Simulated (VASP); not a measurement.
Pt:

```
CELL_PARAMETERS angstrom
0.00000 1.96090 1.96090
1.96090 0.00000 1.96090
1.96090 1.96090 0.00000
ATOMIC_POSITIONS crystal
Pt 0.00000 0.00000 0.00000
```

| Property | Result |
| --- | --- |
| Program | VASP 6.6.1 |
| Task | relaxation of cell and atoms |
| Functional | BEEF-vdW |
| Potentials or basis | VASP PAW PBE potentials, release 64 (Pt) |
| Cutoff | 600 eV |
| k mesh | 12 × 12 × 12 |
| Occupations | fermi-dirac, width 0.05 eV |
| Spin | no spin polarisation |

At the start: pressure 14.2 GPa; volume 15.08 Å³/atom.

**Question.** How do energy, volume and symmetry change on relaxing?

**Answer.** Over 17 steps the energy falls by 35.6 meV/atom and the volume is 15.93 Å³/atom (+5.7 %); space group Fm-3m (No. 225, to 0.05 Å).

Step by step:
```csv
step,energy change (eV),largest force (eV/Å),pressure (GPa),volume (Å³)
1,0.0000,0.0000,14.20,15.08
2,0.1275,0.0000,-20.10,18.19
3,-0.0355,0.0000,-0.62,15.98
4,-0.0356,0.0000,-0.09,15.94
5,-0.0356,0.0000,0.15,15.93
6,-0.0356,0.0000,0.16,15.93
7,-0.0356,0.0000,0.17,15.93
8,-0.0356,0.0000,0.14,15.93
9,-0.0356,0.0000,0.14,15.93
10,-0.0356,0.0000,0.14,15.93
11,-0.0356,0.0000,0.14,15.93
12,-0.0356,0.0000,0.14,15.93
13,-0.0356,0.0000,0.14,15.93
14,-0.0356,0.0000,0.14,15.93
15,-0.0356,0.0000,0.14,15.93
16,-0.0356,0.0000,0.09,15.93
17,-0.0356,0.0000,0.04,15.93
```

Final structure:
```
Pt
1.0
     0.00000    1.99725    1.99725
     1.99725    0.00000    1.99725
     1.99725    1.99725    0.00000
Pt
1
Direct
  0.00000 0.00000 0.00000
```

Caveat: the PAW data sets were made with another functional, which shifts forces and pressure a little.
